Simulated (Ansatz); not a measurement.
# NbP (I4_1md) in Ansatz: notebook

One crystal, NbP, is run at these levels: PBE; tasks: single point.

Everything below comes from runs of Ansatz 0.2.0. Logs are shortened: lines on timing, memory, paths and dates and some standing lists are left out, and cuts for length are marked.

## Step 1: Starting point

It takes space group I4_1md (No. 109, tetragonal). The conventional cell has a = 3.350 Å, b = 3.350 Å, c = 11.480 Å, α = 90.00°, β = 90.00°, γ = 90.00°. Nb (site symmetry 2mm) is surrounded by 6 P at 2.55 Å. P (site symmetry 2mm) has 6 Nb at 2.55 Å as nearest neighbours.

The cell is a database's computed one.

## Step 2: Single point, PBE

input.yaml reads:

```yaml
crystal:
  lattice:
    - [-1.6749232544, 1.6749232544, 5.7401081759]
    - [1.6749232544, -1.6749232544, 5.7401081759]
    - [1.6749232544, 1.6749232544, -5.7401081759]
  atoms:
    - { symbol: Nb, position: [0.2498808, 0.7498808, 0.5] }
    - { symbol: Nb, position: [0.4998808, 0.4998808, 0.0] }
    - { symbol: P, position: [0.83274777, 0.33274777, 0.5] }
    - { symbol: P, position: [0.08274777, 0.08274777, 0.0] }
hamiltonian:
  xc: pbe
  pseudopotentials: { kind: paw }
kpoints:
  mp_grid: { grid: [11, 11, 11] }
scf:
  occupations: { method: gaussian, width: 0.029 }
output:
  forces: true
  stress: true
  eigenvalues: true
  write_density: true
  write_potential: true
  elf: true
  volumetric_format: npy
```

Potentials or basis: Ansatz PAW.

Started as:

```console
$ ansatz run input.yaml --threads 2 --pin off --max-ram 5632MiB --backend cpu --events-out ev --progress --plain --runs-dir out
```

Output:

```text
Warning: RAYON_NUM_THREADS=2 ignored (pool sized by the plan → 2); use --threads N
basis.fft_grid_basis auto: the FFT boxes are laid along the combinations [[1, -1, 0], [0, 1, 0], [1, 0, 1]] of the cell's own vectors, 4.737, 6.210 and 3.350 Å long. The dense box has 32×45×24 points. Along the cell's own vectors, as sized, it would have 45×45×45, 2.64 times as many. Of the 8 symmetry operations that the crystal satisfies within crystal.symmetry.tolerance (time reversal apart; of a slab, those that keep its plane) the dense box along the cell's own vectors carries 8, and the one as laid loses 7 of those. basis.fft_grid_basis: typed keeps the cell's own vectors: state it where this run's energies or levels are differenced outside the engine with another run's, or held beside a run that keeps those vectors. Those combinations have planes normal to reciprocal vector 3, as the cell's own vectors have. Each planar average written beside output.write_density, output.write_potential has a row for each plane of the box: 24. The volumetric files lie along those combinations, not along the cell's own vectors: a cube or XSF file states them, and fields.json those of NumPy files.
Engine: ansatz 0.2.0, x86_64-unknown-linux-gnu
Pseudopotentials: kind: paw
Pseudopotential: Nb, paw, valence charge 13, recommended cutoff 420 eV (normal), Nb.paw.azcp
Pseudopotential: P, paw, valence charge 5, recommended cutoff 420 eV (normal), P.paw.azcp
Functional definition: PBE
  parameter kappa = 0.804
  parameter beta = 0.06672455060314922
  exchange = pbe_x(kappa = kappa, mu = beta*pi^2/3)
  correlation = pbe_c(beta = beta)
Crystal: 4 atoms, lattice volume = 64.412 Å³
Basis set: ecut = 420 eV, 1231 PW (Γ), FFT grids on a1−a2, a2, a1+a3, exchange–correlation on 64×90×48 points (8 copies of the dense FFT grid, shifted against one another)
Bands: 22, of which v1, the nominal top of the filled ones, is band 18 counted from 1 (17 counted from 0)
Symmetry: 8 space group operations
Space group: I41md (ITA 109), of the structure as read, at distance tolerance 4.0e-5 Å
k-points: 126 of 1331 (time reversal used)
Non-local potential: Nb, projectors of the file, l = 0: 3, l = 1: 2, l = 2: 2, l = 3: 1
Non-local potential: P, projectors of the file, l = 0: 2, l = 1: 2, l = 2: 2
PAW form: soft (Blöchl's): semilocal exchange-correlation on the pseudo side does not see the compensation charge
PAW one-centre angular grid: Nb, 590 points (default); XC on 64 Gauss nodes
PAW one-centre angular grid: P, 110 points (default); XC on 64 Gauss nodes
Initial density: superposition of atomic densities (neutral atoms: chi_scale 0, normalization atom), corrected by the library's trained network
Initial wavefunctions: pseudopotential atomic-orbital guess
Functional: x = pbe(κ = 0.804, μ = 0.2195149727645171), c = pbe(β = 0.06672455060314922)
SCF iter   1: F=—  HF=-10620.066028 eV  |F-HF|=—  |Δ(HF+E_count)|=         —  Δρ=8.14e-3  dr2=3.09e-2  ethr=1.77e-3  ⟨swp⟩=6.1  Hψ=14231  notcnv=0
preconditioner: auto → Kerker (q_TF=auto, 2.476 Å⁻¹)  [metal: Δε(μ)=0.007 eV  Ē_g=6.515 eV  σ=0.029 eV  W_gap=0.13  n_scr=12 (ndim 8)  ℏωp=20.7 eV  f_vac=0.000  D(μ)=0.84/eV (n_scr^D=2)]
SCF iter   2: F=—  HF=-10620.064624 eV  |F-HF|=—  |Δ(HF+E_count)|=   1.40e-3  Δρ=4.52e-3  dr2=8.27e-3  ethr=8.58e-5  ⟨swp⟩=2.0  Hψ=4282  notcnv=0
SCF iter   3: F=—  HF=-10620.065126 eV  |F-HF|=—  |Δ(HF+E_count)|=   5.02e-4  Δρ=7.21e-4  dr2=2.72e-4  ethr=2.30e-5  ⟨swp⟩=2.1  Hψ=4237  notcnv=0
SCF iter   4: F=—  HF=-10620.065131 eV  |F-HF|=—  |Δ(HF+E_count)|=   5.38e-6  Δρ=1.17e-4  dr2=8.43e-6  ethr=7.55e-7  ⟨swp⟩=2.6  Hψ=4681  notcnv=0
SCF iter   5: F=—  HF=-10620.065129 eV  |F-HF|=—  |Δ(HF+E_count)|=   2.62e-6  Δρ=2.18e-5  dr2=3.12e-7  ethr=2.34e-8  ⟨swp⟩=2.5  Hψ=4172  notcnv=0
SCF iter   6: F=-10620.065129 eV  HF=-10620.065129 eV  |F-HF|=3.35e-9  |Δ(HF+E_count)|=   1.89e-8  Δρ=5.54e-6  dr2=1.80e-8  ethr=2.78e-10  ⟨swp⟩=8.6  Hψ=17638  notcnv=0
SCF 1 converged in 6 iterations: F = -10620.065129 eV  dr2 = 1.80e-8
SCF converged after 6 iterations
Free energy (F): -10620.065129 eV
Harris-Foulkes:  -10620.065129 eV  (|F-HF|=3.35e-9)
Internal energy: -10620.064748 eV  (E = F + TS)
E sigma→0 (E₀):  -10620.064939 eV
Entropy (-TS):   -0.000380 eV (-0.095 meV/atom)
Fermi energy:    14.850658 eV
--- Per-component energies (eV) ---
  E_band       = -147.502220
  E_kinetic    = 933.286848
  E_local      = -1727.508282  (includes V_loc(G=0)·N_el)
  E_nonlocal   = 304.728998
  E_hartree    = 561.373078
  E_xc         = -477.273026
  E_vxc        = -551.840743  (∫ρ·V_xc dr)
  E_paw        = -7284.818790  (= ΣΔE_a)
  E_vpaw       = -228.912730  (= ΣTr[D̂ρ^β])
  E_aug_tail   = 0.000022  (compensation charges beyond the density's cutoff)
  E_ewald      = -2929.853596
  E_smearing   = -0.000380  (= −TS)
  E_closure    = 0.000000  (closes the sum)
  Σ components = -10620.065129   (vs F -10620.065129, Δ=0.00e0)
--- Forces (eV/Å), atoms counted from 1 ---
  atom   1  Nb     0.00000000    -0.00000000     0.01965349
  atom   2  Nb    -0.00000000    -0.00000000     0.01965349
  atom   3  P      0.00000000     0.00000000    -0.01965083
  atom   4  P     -0.00000000     0.00000000    -0.01965083
  max |Σ_I F_I| component: 5.32e-6 eV/Å
--- Stress (GPa, compression-positive) ---
       -0.932487       0.000000      -0.000000
        0.000000      -0.932487       0.000000
       -0.000000      -0.000000      -1.376742
  P = ⅓ Tr σ = -1.0806 GPa (-10.806 kbar)
--- Band table (eV; the first three rows and the last of 126) ---
  k-point 0: bands = ["-40.0727", "-40.0360", "-16.3452", "-16.1458", "-16.1458", "-16.0033", "-16.0033", "-15.9651", "2.1427", "4.5376", "8.6993", "11.8362", "12.6222", "12.6222", "12.7296", "13.1450", "13.4987", "13.4987", "15.6857", "16.4477", "17.4962", "17.9836"]
  k-point 1: bands = ["-40.0692", "-40.0341", "-16.3341", "-16.1682", "-16.1626", "-16.0263", "-16.0200", "-15.9623", "2.3634", "4.6075", "8.8217", "11.5035", "12.4419", "12.4766", "12.5395", "12.9720", "13.5880", "13.7239", "15.3658", "15.9519", "17.5329", "17.5361"]
  k-point 2: bands = ["-40.0597", "-40.0291", "-16.3088", "-16.2254", "-16.2013", "-16.0788", "-16.0627", "-15.9648", "2.9578", "4.7462", "9.2500", "10.7170", "11.4199", "11.9690", "12.0908", "13.1338", "14.0074", "14.1067", "15.1102", "15.3121", "17.0194", "17.8722"]
  k-point 125: bands = ["-40.0534", "-40.0527", "-16.1915", "-16.1571", "-16.1515", "-16.1406", "-16.0126", "-15.9932", "3.1935", "3.2167", "10.7232", "10.8720", "11.7471", "12.0471", "12.1875", "12.6572", "13.9007", "14.4468", "15.7301", "16.5264", "16.8654", "17.1963"]
```

rho_z.tsv:

```text
# z_ang	rho[e/angstrom^3]
# format = ansatz-planar-average/11
# lattice	-1.674923254	1.674923254	5.740108176
# lattice	1.674923254	-1.674923254	5.740108176
# lattice	1.674923254	1.674923254	-5.740108176
# sites	4
# site	41	1.674923254	0.000000000	2.868685646
# site	41	0.000000000	0.000000000	5.738739734
# site	15	0.000000000	1.674923254	3.820016390
# site	15	0.000000000	0.000000000	0.949962302
0.000000	5.789302e-1
0.258735	5.772815e-1
0.517470	5.717375e-1
0.776204	5.617133e-1
1.034939	5.488739e-1
1.293674	5.376993e-1
[... 16 lines left out ...]
5.692166	5.717375e-1
5.950901	5.772815e-1
```

v_z.tsv:

```text
# z_ang	v_es[eV]	v_tot[eV]
# format = ansatz-planar-average/11
# xc	pbe
# density_cutoff_ev	1680
# datasets	Nb=:simpson_from_first_knot:soft	P=:simpson_from_first_knot:soft
# lattice	-1.674923254	1.674923254	5.740108176
# lattice	1.674923254	-1.674923254	5.740108176
# lattice	1.674923254	1.674923254	-5.740108176
# sites	4
# site	41	1.674923254	0.000000000	2.868685646
# site	41	0.000000000	0.000000000	5.738739734
# site	15	0.000000000	1.674923254	3.820016390
# site	15	0.000000000	0.000000000	0.949962302
0.000000	4.219288e0	-7.797904e0
0.258735	4.313758e0	-7.691123e0
0.517470	4.573097e0	-7.403774e0
0.776204	4.929311e0	-7.021615e0
1.034939	5.281298e0	-6.656339e0
1.293674	5.532542e0	-6.402399e0
[... 16 lines left out ...]
5.692166	4.573097e0	-7.403774e0
5.950901	4.313758e0	-7.691123e0
```

Run time: 7.4 s. Hardware: 2 threads of AMD EPYC 7R13 (Zen 3), shared host; peak memory 0.52 GiB.

What came out:

* Free energy: -10620.0651 eV
* Pressure: -1.1 GPa
* Largest force: 0.020 eV/Å
* Band gap on the k mesh: none (metal or under the smearing width)

Forces on the atoms (eV/Å):
```
Nb   0.000  0.000  0.020
Nb   0.000  0.000  0.020
P    0.000  0.000 -0.020
P    0.000  0.000 -0.020
```

Stress tensor (GPa, compression positive):
```
-0.93  0.00  0.00
 0.00 -0.93  0.00
 0.00  0.00 -1.38
```

Levels at points of the mesh, in eV from the Fermi level:
```tsv
k point	band 16	band 17	band 18	band 19	band 20	band 21
(0.00, 0.00, 0.00)	-1.71	-1.35	-1.35	0.84	1.60	2.65
```

## Step 3: Single point, PBE

input.yaml: that of step 2 with these lines changed.

```diff
@@ -16,3 +16,3 @@
 scf:
-  occupations: { method: gaussian, width: 0.029 }
+  occupations: { method: gaussian, width: 0.03 }
 output:
@@ -21,5 +21 @@
   eigenvalues: true
-  write_density: true
-  write_potential: true
-  elf: true
-  volumetric_format: npy
```

Potentials or basis: Ansatz PAW.

Started as:

```console
$ ansatz run input.yaml --threads 2 --pin off --max-ram 5632MiB --backend cpu --events-out ev --progress --plain --runs-dir out
```

It took 4.7 s on 2 threads of AMD EPYC 7R13 (Zen 3), shared host; peak memory 0.5 GiB.

Results (log left out):

| Property | Result |
| --- | --- |
| Free energy | -10620.0651 eV |
| Pressure | -1.1 GPa |
| Largest force | 0.020 eV/Å |
| Band gap on the k mesh | none (metal or under the smearing width) |

Forces in eV/Å, atoms in the order of the input:
```
Nb   0.000  0.000  0.020
Nb   0.000  0.000  0.020
P    0.000  0.000 -0.020
P    0.000  0.000 -0.020
```

Stress tensor (GPa, compression positive):
```
-0.93  0.00  0.00
 0.00 -0.93  0.00
 0.00  0.00 -1.38
```

Levels at points of the mesh, in eV from the Fermi level:
```csv
k point,band 14,band 15,band 16,band 17,band 18,band 19,band 20,band 21,band 22
"(0.00, 0.00, 0.00)",-2.23,-2.12,-1.71,-1.35,-1.35,0.83,1.60,2.65,3.13
```
